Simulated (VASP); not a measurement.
# Si (Fd-3m) in VASP: G0W0 quasiparticle levels with PBE

Aim: the G0W0 quasiparticle levels of Si with PBE.

All numbers are computed with VASP 6.6.1; they aren't measurements. Logs are shortened: lines on timing, memory, paths and dates and some standing lists are left out, and cuts for length are marked.

**1. The crystal as given**

It takes space group Fd-3m (No. 227, cubic). The conventional cell has a = 5.444 Å, b = 5.444 Å, c = 5.444 Å, α = 90.00°, β = 90.00°, γ = 90.00°. Around Si (site symmetry -43m) lie 4 Si at 2.36 Å.

**2. G0W0 quasiparticle levels, PBE**

POSCAR

```
Si
1.0
    0.0000000000      2.7218511865      2.7218511865
    2.7218511865      0.0000000000      2.7218511865
    2.7218511865      2.7218511865      0.0000000000
Si
2
Direct
    0.5000000000      0.5000000000      0.5000000000
    0.7500000000      0.7500000000      0.7500000000
```

INCAR.step1

```
SYSTEM = Si
PREC = Accurate ; ENCUT = 500
EDIFF = 1E-8 ; ISMEAR = 0
SIGMA = 0.01 ; LREAL = .FALSE.
LASPH = .TRUE. ; NELM = 60
ALGO = Normal ; LWAVE = .TRUE.
LCHARG = .FALSE. ; GGA = PE
```

INCAR.step2

```
SYSTEM = Si
PREC = Accurate ; ENCUT = 500
EDIFF = 1E-8 ; ISMEAR = 0
SIGMA = 0.01 ; LREAL = .FALSE.
LASPH = .TRUE. ; NELM = 1
ALGO = Exact ; LWAVE = .TRUE.
LCHARG = .FALSE. ; GGA = PE
NBANDS = 139 ; LOPTICS = .TRUE.
ISTART = 1
```

INCAR.step3

```
SYSTEM = Si
PREC = Accurate ; ENCUT = 500
EDIFF = 1E-8 ; ISMEAR = 0
SIGMA = 0.01 ; LREAL = .FALSE.
LASPH = .TRUE. ; ALGO = EVGW0
LWAVE = .FALSE. ; LCHARG = .FALSE.
GGA = PE ; NELMGW = 1
NBANDS = 139 ; ENCUTGW = 100
NOMEGA = 48 ; PRECFOCK = Fast
ISTART = 1 ; NBANDSGW = 12
```

KPOINTS

```
Automatic mesh
0
G
  5 5 5
  0 0 0
```

Potentials or basis: VASP PAW PBE potentials, release 64 (Si_GW).

Command:

```
$ cat potpaw_PBE.64/Si_GW/POTCAR > POTCAR
$ cp INCAR.step1 INCAR
$ mpirun -np 1 vasp_std > vasp.out
$ cp INCAR.step2 INCAR
$ mpirun -np 1 vasp_std > vasp.out
$ cp INCAR.step3 INCAR
$ mpirun -np 1 vasp_std > vasp.out
```

OUTCAR:

```text
SYSTEM = Si
   PREC = Accurate
   ENCUT = 500
   EDIFF = 1E-8
   ISMEAR = 0
   LREAL = .FALSE.
   LASPH = .TRUE.
   GGA = PE
   NELMGW = 1
   ENCUTGW = 100
   PRECFOCK = Fast
   ISTART = 1

 ion  position               nearest neighbor table
   1  0.500  0.500  0.500-   2 2.36   2 2.36   2 2.36   2 2.36
   2  0.750  0.750  0.750-   1 2.36   1 2.36   1 2.36   1 2.36

  LATTYP: Found a face centered cubic cell.
 ALAT       =     5.4437023730

  Lattice vectors:

 A1 = (   0.0000000000,   2.7218511865,   2.7218511865)
 A2 = (   2.7218511865,   0.0000000000,   2.7218511865)
 A3 = (   2.7218511865,   2.7218511865,   0.0000000000)

Analysis of symmetry for initial positions (statically):
=====================================================================
 Subroutine PRICEL returns:
 Original cell was already a primitive cell.

 Routine SETGRP: Setting up the symmetry group for a
 face centered cubic supercell.

 Subroutine GETGRP returns: Found 48 space group operations
 (whereof 24 operations were pure point group operations)
 out of a pool of 48 trial point group operations.

The static configuration has the point symmetry T_d .
 The point group associated with its full space group is O_h .

Analysis of symmetry for dynamics (positions and initial velocities):
=====================================================================
 Subroutine PRICEL returns:
 Original cell was already a primitive cell.

 Routine SETGRP: Setting up the symmetry group for a
 face centered cubic supercell.

 Subroutine GETGRP returns: Found 48 space group operations
 (whereof 24 operations were pure point group operations)
 out of a pool of 48 trial point group operations.

The dynamic configuration has the point symmetry T_d .
 The point group associated with its full space group is O_h .

 Subroutine INISYM returns: Found 48 space group operations
 (whereof 24 operations are pure point group operations),
 and found     1 'primitive' translations

----------------------------------------------------------------------------------------

                                     Primitive cell

  volume of cell :      40.3295

  direct lattice vectors                    reciprocal lattice vectors
     0.000000000  2.721851186  2.721851186    -0.183698507  0.183698507  0.183698507
     2.721851186  0.000000000  2.721851186     0.183698507 -0.183698507  0.183698507
     2.721851186  2.721851186  0.000000000     0.183698507  0.183698507 -0.183698507

  length of vectors
     3.849278863  3.849278863  3.849278863     0.318175148  0.318175148  0.318175148

  position of ions in fractional coordinates (direct lattice)
     0.500000000  0.500000000  0.500000000
     0.750000000  0.750000000  0.750000000

  ion indices of the primitive-cell ions
   primitive index   ion index
                 1           1
                 2           2

----------------------------------------------------------------------------------------

 KPOINTS: Automatic mesh

Automatic generation of k-mesh.
 Grid dimensions read from file:
 generate k-points for:    5    5    5

 Generating k-lattice:

  Cartesian coordinates                     Fractional coordinates (reciprocal lattice)
    -0.036739701  0.036739701  0.036739701     0.200000000  0.000000000  0.000000000
     0.036739701 -0.036739701  0.036739701     0.000000000  0.200000000  0.000000000
     0.036739701  0.036739701 -0.036739701     0.000000000  0.000000000  0.200000000

  Length of vectors
     0.063635030  0.063635030  0.063635030

  Shift w.r.t. Gamma in fractional coordinates (k-lattice)
     0.000000000  0.000000000  0.000000000

 Subroutine IBZKPT returns following result:
 ===========================================

 Found     10 irreducible k-points:

 Following reciprocal coordinates:
            Coordinates               Weight
  0.000000  0.000000  0.000000      1.000000
  0.200000  0.000000  0.000000      8.000000
  0.400000  0.000000  0.000000      8.000000
  0.200000  0.200000  0.000000      6.000000
  0.400000  0.200000  0.000000     24.000000
 -0.400000  0.200000  0.000000     24.000000
 -0.200000  0.200000  0.000000     12.000000
  0.400000  0.400000  0.000000      6.000000
 -0.400000  0.400000  0.000000     12.000000
 -0.400000  0.400000  0.200000     24.000000
   k-points           NKPTS =     10   k-points in BZ     NKDIM =    125   number of bands    NBANDS=    139
   number of dos      NEDOS =    301   number of ions     NIONS =      2
   total plane-waves  NPLWV =  21952
   dimension x,y,z NGX =    28 NGY =   28 NGZ =   28
   dimension x,y,z NGXF=    56 NGYF=   56 NGZF=   56
   ions per type =               2
   NGX,Y,Z   is equivalent  to a cutoff of  12.09, 12.09, 12.09 a.u.
   NGXF,Y,Z  is equivalent  to a cutoff of  24.19, 24.19, 24.19 a.u.
 SYSTEM =  Si
   PREC   = accura    normal or accurate (medium, high low for compatibility)
   ISTART =      1    job   : 0-new  1-cont  2-samecut
   ICHARG =      0    charge: 1-file 2-atom 10-const
   ISPIN  =      1    spin polarized calculation?
   LNONCOLLINEAR =      F non collinear calculations
   LSORBIT =      F    spin-orbit coupling
   LASPH  =      T    aspherical Exc in radial PAW
   ENCUT  =  500.0 eV  36.75 Ry    6.06 a.u.   7.02  7.02  7.02*2*pi/ulx,y,z
   NELM   =     60;   NELMIN=  2; NELMDL=  0     # of ELM steps
   EDIFF  = 0.1E-07   stopping-criterion for ELM
   LREAL  =      F    real-space projection
   EDIFFG = 0.1E-06   stopping-criterion for IOM
   NSW    =      0    number of steps for IOM
   IBRION =     -1    ionic relax: 0-MD 1-quasi-New 2-CG
   NFREE  =      0    steps in history (QN), initial steepest desc. (CG)
   ISIF   =      0    stress and relaxation
   ISYM   =      3    0-nonsym 1-usesym 2-fastsym
   POTIM  = 0.5000    time-step for ionic-motion
   TEBEG  =    0.0;   TEEND  =   0.0 temperature during run
   PSTRESS=    0.0 pullay stress
   NELECT =       8.0000    total number of electrons
   NUPDOWN=      -1.0000    fix difference up-down
   EMIN   =  10.00;   EMAX   =-10.00  energy-range for DOS
   EFERMI =   0.00;   METHOD = LEGACY
   ISMEAR =     0;   SIGMA  =   0.01  broadening in eV -4-tet -1-fermi 0-gaus
   EFERMI_NEDOS =   21; number of points for ismear=-14 and -15
   IALGO  =     38    algorithm
   IMIX   =      4    mixing-type and parameters
     AMIX     =   0.40;   BMIX     =  1.00
     AMIX_MAG =   1.60;   BMIX_MAG =  1.00
  volume/ion in A,a.u.               =      20.16       136.08
  Fermi-wavevector in a.u.,A,eV,Ry     =   0.954766  1.804247 12.402783  0.911579
  Thomas-Fermi vector in A             =   2.083543
   LORBIT       =      0    0 simple, 1 ext, 2 COOP (PROOUT), +10 PAW based schemes
   GGA     = PE    functional components
   LHFCALC =     T    Hartree Fock is set to
   PRECFOCK=fast      Normal, Fast or Accurate (Low or Medium for compatibility)
   ENCUT4O =  -1.0   cutoff for four orbital integrals eV
   NKREDX  =     1    reduce k-point grid by
   NKREDY  =     1    reduce k-point grid by
   NKREDZ  =     1    reduce k-point grid by
   AEXX    =    1.0000 exact exchange contribution
   HFSCREEN=    0.0000 screening length (either q_TF or 0.3 A-1)
   HFSCREENC=   0.0000 screening length for correlation (either q_TF or 0.3 A-1)
   ENCUTFOCK=  -1.0 apply spherical cutoff to Coloumb kernel
   IVDW    =     0    specifies the selected vdW correction
   LEPSILON=     F    determine dielectric tensor
   LRPA    =     F    only Hartree local field effects (RPA)
   LRPAFORCE           =     F    calculate RPA forces
   ENCUTGW             = 100.0    cutoff for response function in eV
   ENCUTGWSOFT         =  80.0    soft cutoff for Coulomb kernel in GW response function in eV
   ENCUTLF             =  -1.0    cutoff for local field effects
   NELMGW              =     1    number of iterations in solving QP/BSE equation
   NELMHF              =     1    number of iterations in the inner HF iteration
   NKREDLFX            =     1    NKREDLFY  =   1   NKREDLFZ  =   1
 non-spin polarized calculation
 Gauss-broadening in eV      SIGMA  =   0.01
  energy-cutoff  :      500.00
  volume of cell :       40.33
 maximum number of plane-waves:      1032
  NGX = 16; NGY = 16; NGZ = 16
   NGX = 13   NGY = 13   NGZ = 13
 maximum number of plane-waves:        97
 NGX is ok and might be reduce to    14

 QP shifts <psi_nk| G(iteration)W_0 |psi_nk>: iteration 1
 for sc-GW calculations column KS-energies equals QP-energies in previous step
 and V_xc(KS)=  KS-energies - (<T + V_ion + V_H > + <T+V_H+V_ion>^1  + <V_x>^1)

 k-point   1 :       0.0000    0.0000    0.0000
  band No.  KS-energies  QP-energies   sigma(KS)   V_xc(KS)     V^pw_x(r,r')   Z            occupation Imag(sigma)

      1      -6.5052      -6.9329     -11.0995     -10.4429     -17.4813       0.6516       2.0000       1.1921
      2       5.4114       4.9699     -11.9785     -11.3932     -12.8123       0.7542       2.0000       0.0732
      3       5.4114       4.9699     -11.9785     -11.3932     -12.8123       0.7542       2.0000       0.0732
      4       5.4114       4.9699     -11.9785     -11.3932     -12.8123       0.7542       2.0000       0.0732
      5       7.9631       8.1185      -9.8834     -10.0897      -5.6616       0.7527       0.0000      -0.0632
      6       7.9631       8.1185      -9.8834     -10.0897      -5.6616       0.7527       0.0000      -0.0632
      7       7.9631       8.1185      -9.8834     -10.0897      -5.6616       0.7527       0.0000      -0.0632
      8       8.6901       8.9909     -10.6486     -11.0525      -6.0088       0.7445       0.0000      -0.0630
      9      13.1232      13.3317      -9.7104      -9.9895      -4.2010       0.7469       0.0000      -0.2090
     10      13.1232      13.3317      -9.7104      -9.9895      -4.2010       0.7469       0.0000      -0.2090
     11      13.3383      13.1236      -8.0234      -7.7437      -2.6425       0.7676       0.0000      -0.2891
     12      16.6283      16.5440      -8.4445      -8.3314      -2.2597       0.7455       0.0000      -0.6049

 k-point   2 :       0.2000    0.0000    0.0000
  band No.  KS-energies  QP-energies   sigma(KS)   V_xc(KS)     V^pw_x(r,r')   Z            occupation Imag(sigma)

      1      -5.9909      -6.4323     -11.1590     -10.4925     -17.3105       0.6622       2.0000       1.1173
      2       2.4080       1.9212     -11.4837     -10.8134     -13.3856       0.7261       2.0000       0.1244
      3       4.8342       4.3818     -11.7876     -11.1861     -12.7551       0.7522       2.0000       0.0732
      4       4.8342       4.3818     -11.7876     -11.1861     -12.7551       0.7522       2.0000       0.0732
      5       7.6013       7.7530      -9.9738     -10.1744      -5.8012       0.7564       0.0000      -0.0576
      6       8.7604       8.9207     -10.0052     -10.2204      -5.5407       0.7445       0.0000      -0.0754
      7       8.7604       8.9207     -10.0052     -10.2204      -5.5407       0.7445       0.0000      -0.0754
      8      11.3991      11.6014     -10.5563     -10.8329      -5.2978       0.7314       0.0000      -0.1588
      9      12.4559      12.5807      -9.3780      -9.5451      -3.9983       0.7469       0.0000      -0.2058
     10      12.4559      12.5807      -9.3780      -9.5451      -3.9983       0.7469       0.0000      -0.2058
     11      14.5307      14.3445      -8.2063      -7.9601      -2.4755       0.7564       0.0000      -0.3732
     12      16.3266      16.1993      -8.5120      -8.3413      -2.4798       0.7458       0.0000      -0.4826
[... 100 lines left out ...]
      1      -2.6140      -3.0612     -11.5963     -10.9510     -16.2225       0.6930       2.0000       0.6068
      2      -2.0097      -2.4662     -11.5219     -10.8641     -15.8311       0.6941       2.0000       0.5197
      3       1.3733       0.8151     -10.7546      -9.9804     -13.0014       0.7210       2.0000       0.1422
      4       2.8488       2.3096     -11.4372     -10.7030     -13.2274       0.7343       2.0000       0.0966
      5       6.4451       6.4518      -9.0355      -9.0442      -5.1212       0.7703       0.0000      -0.0585
      6       8.5570       8.6175      -9.5022      -9.5824      -5.0668       0.7541       0.0000      -0.0734
      7      13.4661      13.6288     -10.1688     -10.3947      -3.9989       0.7203       0.0000      -0.3476
      8      14.0461      14.2001     -10.2256     -10.4358      -4.3388       0.7327       0.0000      -0.3283
      9      14.0805      14.2381     -10.2856     -10.5033      -3.9465       0.7241       0.0000      -0.3936
     10      14.4605      14.5849      -9.8375     -10.0061      -3.9862       0.7381       0.0000      -0.3523
     11      19.6662      19.7900     -10.3521     -10.5254      -3.1656       0.7145       0.0000      -0.8419
     12      19.7190      19.8987     -10.2633     -10.5109      -3.2258       0.7258       0.0000      -0.9017

 k-point  10 :      -0.4000    0.4000    0.2000
  band No.  KS-energies  QP-energies   sigma(KS)   V_xc(KS)     V^pw_x(r,r')   Z            occupation Imag(sigma)

      1      -3.3743      -3.8311     -11.4885     -10.8275     -16.4621       0.6912       2.0000       0.7213
      2      -1.1382      -1.5929     -11.6568     -11.0037     -15.5332       0.6961       2.0000       0.4002
      3       1.4566       0.9048     -10.7910     -10.0264     -13.0061       0.7218       2.0000       0.1387
      4       2.4377       1.9035     -11.0301     -10.3003     -12.7919       0.7319       2.0000       0.1070
      5       8.7972       8.8810      -9.6697      -9.7814      -5.1830       0.7501       0.0000      -0.0774
      6       9.1813       9.2132      -9.3500      -9.3924      -4.8363       0.7536       0.0000      -0.0839
      7       9.8164       9.9854      -9.8911     -10.1195      -4.9520       0.7402       0.0000      -0.1116
      8      13.1651      13.2882      -9.9204     -10.0892      -4.0393       0.7294       0.0000      -0.2949
      9      13.8297      14.0098     -10.3726     -10.6203      -4.3175       0.7270       0.0000      -0.3431
     10      15.5637      15.7309     -10.1580     -10.3861      -3.8306       0.7328       0.0000      -0.4751
     11      18.6396      18.7967     -10.3409     -10.5579      -3.2934       0.7241       0.0000      -0.7946
     12      19.7927      19.7804      -9.4105      -9.3935      -2.6495       0.7266       0.0000      -0.7930
```

It took 2.6 min on 1 thread of AMD EPYC 9R45 (Zen 5), shared host; peak memory 0.44 GiB.

What came out:

```
Band gap on the k mesh, mean-field level : 0.59 eV, indirect (least direct gap 2.55 eV)
Quasiparticle gap                        : 1.02 eV
Least direct quasiparticle gap           : 3.15 eV
```

Levels at points of the mesh, in eV from the valence-band top:
| k point | band 2 | band 3 | band 4 | band 5 | band 6 | band 7 |
| --- | --- | --- | --- | --- | --- | --- |
| (0.00, 0.00, 0.00) | 0.00 | 0.00 | 0.00 | 2.55 | 2.55 | 2.55 |

Caveat: bands, screening cutoff and mesh are small and nothing is extrapolated, so the quasiparticle values aren't converged; an odd mesh through Γ misses points on the zone boundary, where band edges often lie.
